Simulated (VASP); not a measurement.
**Mg3Sb2: single point with PBEsol**

Mg3Sb2:

```
Mg Sb
1.0
     4.55321    0.00000    0.00000
    -2.27661    3.94320    0.00000
     0.00000    0.00000    7.17885
Mg Sb
3 2
Direct
  0.33333 0.66667 0.63262
  0.66667 0.33333 0.36738
  0.00000 0.00000 0.00000
  0.33333 0.66667 0.22416
  0.66667 0.33333 0.77584
```

- Program: VASP 6.6.1
- Task: single point
- Functional: PBEsol
- Potentials or basis: VASP PAW PBE potentials, release 64 (Mg, Sb)
- Cutoff: 520 eV
- k mesh: 7 × 7 × 4
- Occupations: gaussian, width 0.01 eV
- Spin: no spin polarisation

```json
{
  "Pressure": "0.1 GPa",
  "Largest force": "0.019 eV/Å",
  "Band gap on the k mesh": "0.19 eV, indirect (least direct gap 1.09 eV)"
}
```

Forces in eV/Å, atoms in the order of the input:
```
Mg   0.000  0.000 -0.002
Mg   0.000  0.000  0.002
Mg   0.000  0.000  0.000
Sb   0.000  0.000 -0.019
Sb   0.000  0.000  0.019
```

Levels at points of the mesh, in eV from the valence-band top:
```
           k point  band 5  band 6  band 7  band 8  band 9  band 10  band 11  band 12
(0.00, 0.00, 0.00)   -1.17   -0.44   -0.44    0.00    1.09     1.15     2.99     2.99
(0.00, 0.00, 0.50)   -0.83   -0.83   -0.81   -0.81    1.68     1.84     2.64     2.64
```

Wall time 34 s on 1 thread of Intel(R) Xeon(R) 6975P-C (Granite Rapids), on a shared host, peak memory 0.27 GiB.

Caveat: the PAW data sets were made with another functional, which shifts forces and pressure a little; spin-orbit coupling is left out, which moves the levels of the heavy elements; an odd mesh through Γ misses points on the zone boundary, where band edges often lie. A hybrid or GW would open this gap; PBEsol tends to underestimate it.
